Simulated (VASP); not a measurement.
Here is a VASP 6.6.1 calculation.

INCAR

```
  PREC = Accurate
  ENCUT = 600
  EDIFF = 1E-7
  ISMEAR = 0
  SIGMA = 0.03
  LREAL = F
  LASPH = T
  NELM = 80
  ALGO = Normal
  ISIF = 3
  LWAVE = F
  LCHARG = F
  GGA = PS
  IBRION = 2
  NSW = 90
  EDIFFG = -0.005
  KPAR = 4
```

The input KPOINTS:

```
regular mesh
0
Gamma
  6 6 6
```

The input POSCAR:

```
BaZrO3                                  
1.0
    4.1893664085      0.0000000000      0.0000000000
    0.0000000000      4.1893664085     -0.0000000000
   -0.0000000000     -0.0000000000      4.1893664085
  Ba              Zr              O             
     1     1     3
Direct
     0.0000000000000000    0.0000000000000000    0.0000000000000000
     0.5000000000000000    0.5000000000000000    0.5000000000000000
     0.0000000000000000    0.5000000000000000    0.5000000000000000
     0.5000000000000000    0.0000000000000000    0.5000000000000000
     0.5000000000000000    0.5000000000000000    0.0000000000000000
```

Potentials or basis: VASP PAW PBE potentials, release 64 (Ba_sv, Zr_sv, O).

Run with:

```bash
$ cat potpaw_PBE.64/Ba_sv/POTCAR potpaw_PBE.64/Zr_sv/POTCAR potpaw_PBE.64/O/POTCAR > POTCAR
$ mpirun -np 4 vasp_std > vasp.out
```

Question: What does it give for the band gap on the k mesh?

Answer: 3.11 eV, indirect (least direct gap 3.33 eV).

Final structure:
```
Ba Zr O
1.0
     4.18937    0.00000    0.00000
     0.00000    4.18937    0.00000
     0.00000    0.00000    4.18937
Ba Zr O
1 1 3
Direct
  0.00000 0.00000 0.00000
  0.50000 0.50000 0.50000
  0.00000 0.50000 0.50000
  0.50000 0.00000 0.50000
  0.50000 0.50000 0.00000
```

Caveat: the relaxation stopped at its first step, so nothing moved; spin-orbit coupling is left out, which moves the levels of the heavy elements. PBEsol gaps usually lie below the measured ones, often by a third to a half.
